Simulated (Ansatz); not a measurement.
# AlN: the cost of one run

Program: the Python package of Ansatz 0.2.0. Level of theory: DFT r2SCAN, plane waves, PAW. These are calculated values, not measurements.

A COD entry behind a cell of this session may itself be a prediction, so a difference from it is no test against experiment.

### Step 1. Starting point

It takes space group Fm-3m (No. 225, cubic). Conventional cell: a = 3.938 Å, b = 3.938 Å, c = 3.938 Å, α = 90.00°, β = 90.00°, γ = 90.00°. Around Al (site symmetry m-3m) lie 6 N at 1.97 Å. N (site symmetry m-3m) is surrounded by 6 Al at 1.97 Å.

The script holds or builds the structure itself.

### Step 2. The code

run_edit.py reads:

```python
"""Keys set on an Input object, for AlN."""

import logging
import sys

import ansatz as az

logging.basicConfig(stream=sys.stdout, format="[%(levelname)s] %(message)s")
logger = logging.getLogger("ansatz_job")
logger.setLevel(logging.INFO)

system = (
    az.Lattice.from_parameters(2.784587, 2.784587, 2.784587, alpha=60.0, beta=60.0, gamma=60.0)
    .atom("Al", (0.0, 0.0, 0.0))
    .atom("N", (0.5, 0.5, 0.5))
)

calculation = (
    system.calculation()
    .functional("r2SCAN")
    .basis(600)
    .kpoints(10)
    .occupations("fixed")
    .band_table()
)
typed = calculation.input()
rows = []
for value in [4, 6, 9]:
    edited = typed.set(az.key.basis.ecutrho_ratio, value)
    r = az.Session.from_dict(edited).plan().execute().report
    rows.append((value, r["free_energy_ev"], r["n_iterations"], len(r["eigenvalues_ev"][0]) if "eigenvalues_ev" in r else 0))
lines = [",".join(["density ratio", "F eV", "iterations", "bands listed"])] + [",".join(f"{v:.4f}" if isinstance(v, float) else str(v) for v in row) for row in rows]
print("\n".join(lines))
with open("edit.csv", "w") as handle:
    handle.write("\n".join(lines) + "\n")
print(edited.to_yaml())
```

### Step 3. Running it

The run is started by

```bash
python run_edit.py
```

Q: Estimate wall time and peak memory on 1 thread of Arm Neoverse V2, shared host.

About 5.2 s, with a peak of 0.41 GiB.
